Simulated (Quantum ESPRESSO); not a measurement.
# Gd (Fm-3m) in Quantum ESPRESSO: equation of state, part 2 of 2

Quantum ESPRESSO 7.5. The steps go on from the part before.

### 4 Single point, PBE, collinear spin, ferromagnetic start, 33.89 Å³/atom

Input file pw.in:

```
&CONTROL
  calculation = 'scf'
  prefix = 'pwscf'
  outdir = './tmp'
  pseudo_dir = './pseudo'
  tprnfor = .true.
  tstress = .true.
  disk_io = 'nowf'
/
&SYSTEM
  ibrav = 0
  nat = 1
  ntyp = 1
  ecutwfc = 55
  ecutrho = 440
  nbnd = 18
  occupations = 'smearing'
  smearing = 'fd'
  degauss = 0.00367493
  nspin = 2
  starting_magnetization(1) = 0.3889
/
&ELECTRONS
  conv_thr = 2d-10
  electron_maxstep = 120
  mixing_beta = 0.3
/
ATOMIC_SPECIES
Gd   157.2500 Gd.paw.z_18.atompaw.wentzcovitch.v1.2.upf
CELL_PARAMETERS angstrom
   0.0000000000    2.5684640721    2.5684640721
   2.5684640721    0.0000000000    2.5684640721
   2.5684640721    2.5684640721    0.0000000000
ATOMIC_POSITIONS crystal
Gd     0.0000000000    0.0000000000    0.0000000000
K_POINTS automatic
9 9 9 0 0 0
```

Started as:

```sh
$ OMP_NUM_THREADS=1 pw.x -in pw.in > pw.out
```

Wall time 1.8 min (1 thread of Arm Neoverse V2, shared host); peak memory 0.4 GiB.

Results (log left out):

```
Free energy                                           : -9306.2461 eV
Pressure                                              : -0.8 GPa
Band gap on the k mesh                                : none (metal or under the smearing width)
Net moment                                            : 7.59 μB per cell
Absolute moment                                       : 7.59 μB per cell
Site moments                                          : Gd +7.33 μB
Valence electrons inside the program's atomic spheres : Gd 16.58
```

Caveat: spin-orbit coupling is left out, which moves the levels of the heavy elements.

### 5 Single point, PBE, collinear spin, ferromagnetic start, 34.58 Å³/atom

Changes to pw.in since step 4:

```diff
@@ -30,5 +30,5 @@
 CELL_PARAMETERS angstrom
-   0.0000000000    2.5684640721    2.5684640721
-   2.5684640721    0.0000000000    2.5684640721
-   2.5684640721    2.5684640721    0.0000000000
+   0.0000000000    2.5858190855    2.5858190855
+   2.5858190855    0.0000000000    2.5858190855
+   2.5858190855    2.5858190855    0.0000000000
 ATOMIC_POSITIONS crystal
```

Started as:

```sh
$ OMP_NUM_THREADS=1 pw.x -in pw.in > pw.out
```

Wall time 2.1 min (1 thread of Arm Neoverse V2, shared host); peak memory 0.41 GiB.

It converged, with:

```
Free energy                                           : -9306.2414 eV
Pressure                                              : -1.4 GPa
Band gap on the k mesh                                : none (metal or under the smearing width)
Net moment                                            : 7.61 μB per cell
Absolute moment                                       : 7.61 μB per cell
Site moments                                          : Gd +7.35 μB
Valence electrons inside the program's atomic spheres : Gd 16.59
```

Caveat: spin-orbit coupling is left out, which moves the levels of the heavy elements.

### 6 Single point, PBE, collinear spin, ferromagnetic start, 35.27 Å³/atom

Changes to pw.in since step 5:

```diff
@@ -30,5 +30,5 @@
 CELL_PARAMETERS angstrom
-   0.0000000000    2.5858190855    2.5858190855
-   2.5858190855    0.0000000000    2.5858190855
-   2.5858190855    2.5858190855    0.0000000000
+   0.0000000000    2.6029442143    2.6029442143
+   2.6029442143    0.0000000000    2.6029442143
+   2.6029442143    2.6029442143    0.0000000000
 ATOMIC_POSITIONS crystal
```

Potentials or basis: SSSP 1.3 efficiency PBE.

Started as:

```sh
$ OMP_NUM_THREADS=1 pw.x -in pw.in > pw.out
```

Run time: 2.3 min. Hardware: 1 thread of Arm Neoverse V2, shared host; peak memory 0.41 GiB.

The run converged. Its results:

```yaml
Free_energy: -9306.2345 eV
Pressure: -1.9 GPa
Band_gap_on_the_k_mesh: none (metal or under the smearing width)
Net_moment: 7.64 μB per cell
Absolute_moment: 7.64 μB per cell
Site_moments: Gd +7.37 μB
Valence_electrons_inside_the_program's_atomic_spheres: Gd 16.60
```

Caveat: spin-orbit coupling is left out, which moves the levels of the heavy elements.

### 7 Single point, PBE, collinear spin, ferromagnetic start, 35.96 Å³/atom

Changes to pw.in since step 6:

```diff
@@ -30,5 +30,5 @@
 CELL_PARAMETERS angstrom
-   0.0000000000    2.6029442143    2.6029442143
-   2.6029442143    0.0000000000    2.6029442143
-   2.6029442143    2.6029442143    0.0000000000
+   0.0000000000    2.6198469231    2.6198469231
+   2.6198469231    0.0000000000    2.6198469231
+   2.6198469231    2.6198469231    0.0000000000
 ATOMIC_POSITIONS crystal
```

Started as:

```sh
$ OMP_NUM_THREADS=1 pw.x -in pw.in > pw.out
```

Wall time 2.2 min (1 thread of Arm Neoverse V2, shared host); peak memory 0.42 GiB.

Results (log left out):

- Free energy: -9306.2255 eV
- Pressure: -2.4 GPa
- Band gap on the k mesh: none (metal or under the smearing width)
- Net moment: 7.67 μB per cell
- Absolute moment: 7.67 μB per cell
- Site moments: Gd +7.39 μB
- Valence electrons inside the program's atomic spheres: Gd 16.61

Caveat: spin-orbit coupling is left out, which moves the levels of the heavy elements.

### 8 Single point, PBE, collinear spin, ferromagnetic start, 36.65 Å³/atom

Changes to pw.in since step 7:

```diff
@@ -30,5 +30,5 @@
 CELL_PARAMETERS angstrom
-   0.0000000000    2.6198469231    2.6198469231
-   2.6198469231    0.0000000000    2.6198469231
-   2.6198469231    2.6198469231    0.0000000000
+   0.0000000000    2.6365342960    2.6365342960
+   2.6365342960    0.0000000000    2.6365342960
+   2.6365342960    2.6365342960    0.0000000000
 ATOMIC_POSITIONS crystal
```

Started as:

```sh
$ OMP_NUM_THREADS=1 pw.x -in pw.in > pw.out
```

Wall time 2.5 min (1 thread of Arm Neoverse V2, shared host); peak memory 0.43 GiB.

The run converged. Its results:

- Free energy: -9306.2149 eV
- Pressure: -2.6 GPa
- Band gap on the k mesh: none (metal or under the smearing width)
- Net moment: 7.71 μB per cell
- Absolute moment: 7.71 μB per cell
- Site moments: Gd +7.41 μB
- Valence electrons inside the program's atomic spheres: Gd 16.62

Caveat: spin-orbit coupling is left out, which moves the levels of the heavy elements.

### 9 Equation of state, PBE, collinear spin, ferromagnetic start

Potentials or basis: SSSP 1.3 efficiency PBE.

No new run: the results of the series are fitted here.

Results:

| Item | Value |
| --- | --- |
| Equilibrium volume | 32.98 Å³/atom |
| Bulk modulus | 32 GPa |
| Pressure derivative of the bulk modulus | 4.8 (rough: it moves with the points fitted) |

Energy against volume, from the lowest point:
| volume (Å³/atom) | energy (meV/atom) |
| --- | --- |
| 32.505 | 0.56 |
| 33.197 | 0.00 |
| 33.888 | 2.22 |
| 34.580 | 6.91 |
| 35.272 | 13.86 |
| 35.963 | 22.78 |
| 36.655 | 33.37 |

Caveat: spin-orbit coupling is left out, which moves the levels of the heavy elements. The state reached can hang on the start; a lower one may exist.
